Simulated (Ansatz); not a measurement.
Crystal: Ge.

```xyz
2
Lattice="-2.5745 2.5745 1.3974 2.5745 -2.5745 1.3974 2.5745 2.5745 -1.3974" Properties=species:S:1:pos:R:3 pbc="T T T"
Ge    0.0000    0.0000    1.3974
Ge    2.5745    0.0000    0.6987
```

This isn't the form of Ge at room conditions, which is diamond.

| Quantity | Value |
| --- | --- |
| Program | Ansatz 0.2.0 |
| Task | relaxation of cell and atoms |
| Functional | PBE |
| Potentials or basis | all-electron LAPW, scalar-relativistic |
| Basis error allowed | 0.001 eV/atom |
| k mesh | 11 × 11 × 11 |
| Occupations | fermi-dirac, width 0.05 eV |
| Spin | no spin polarisation |

At the start: volume 18.52 Å³/atom.

Task: How do energy, volume and symmetry change on relaxing?

Result: Over 6 steps the energy falls by 7.9 meV/atom and the volume is 19.33 Å³/atom (+4.4 %); space group I4_1/amd (No. 141, to 0.05 Å).

The path:
| step | energy change (eV) | largest force (eV/Å) | volume (Å³) |
| --- | --- | --- | --- |
| 1 | 0.0000 | 0.0000 | 37.05 |
| 2 | -0.0148 | 0.0000 | 39.03 |
| 3 | -0.0158 | 0.0000 | 38.69 |
| 4 | -0.0158 | 0.0000 | 38.65 |
| 5 | -0.0159 | 0.0000 | 38.66 |
| 6 | -0.0159 | 0.0000 | 38.66 |

Final structure:
```
Ge
1.0
    -2.61496    2.61496    1.41358
     2.61496   -2.61496    1.41358
     2.61496    2.61496   -1.41358
Ge
2
Direct
  0.50000 0.50000 0.00000
  0.25000 0.75000 0.50000
```
